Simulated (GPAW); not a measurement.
Runs of GPAW 26.7.0 on CuI (Marshite). Symmetry: F-43m, No. 216, cubic system. The conventional cell has a = 6.063 Å, b = 6.063 Å, c = 6.063 Å, α = 90.00°, β = 90.00°, γ = 90.00°. I (site symmetry -43m) has 4 Cu at 2.63 Å as nearest neighbours. Cu (site symmetry -43m) has 4 I at 2.63 Å as nearest neighbours. 

```csv
task,level,potentials or basis,spin,U,k mesh,cutoff (eV),smearing,maxiter,band path,band points,spin axis theta (degrees),spin axis phi (degrees),mesh quality,gap on the mesh (eV),pressure (GPa)
band structure,PW91,"PAW data sets generated in the run's folder for this functional, pw","SOC, no magnetisation",-,6 × 6 × 6,600,fermi-dirac 0.05 eV,150,"GXWKGLUWLK,UX",80,54.7,45,not flagged,0.93,(b)
single point,PBE,"GPAW PAW data sets (gpaw-data 1.2.1), pw",off,-,6 × 6 × 6,450,fermi-dirac 0.05 eV,120,-,-,-,-,not flagged,1.14,-0.1
dielectric tensor,LDA,"the program's PAW data sets (release 1.2.1) made for this functional, pw",off,-,6 × 6 × 6,450,fermi-dirac 0.001 eV,150,-,-,-,-,not flagged,0.95,-
single point,LDA,"the program's PAW data sets (release 1.2.1) made for this functional, pw",off,-,6 × 6 × 6,450,fermi-dirac 0.05 eV,120,-,-,-,-,not flagged,0.95,(c)
band structure,PBE+U,"GPAW PAW data sets (gpaw-data 1.2.1), pw",off,Cu d U = 6 eV,6 × 6 × 6,600,fermi-dirac 0.05 eV,150,"GXWKGLUWLK,UX",100,-,-,not flagged,(a),2.3
single point,PBE0,"GPAW PAW data sets (gpaw-data 1.2.1), pw",off,-,4 × 4 × 4,450,fermi-dirac 0.05 eV,60,-,-,-,-,coarse,3.31,-
```

Alike in all rows: cell as given.

Task: Fill in the values left out.

Result: (a) 2.04; (b) 0.8; (c) -4.9.

Caveats: some runs use coarse meshes; spin-orbit coupling is left out, which moves the levels of the heavy elements (some runs); with this Cu data set, volumes or pressures lay over 1.5 % or 2 GPa off other programs in two to four cells of ten (some runs); the cutoff is short for stress and forces, so pressures can be off by a GPa or more (some runs); spin-orbit coupling was added after a scalar SCF, so levels and gaps hold it while energy, forces, pressure and moments don't (some runs); this program's spin-orbit splittings come out too wide for heavy elements (some runs); the long-wavelength limit can be off by several per cent where d states take part (some runs); an odd mesh through Γ misses points on the zone boundary, where band edges often lie (some runs).

A k mesh can miss the band edges, and rows without SOC leave out spin-orbit coupling on I.
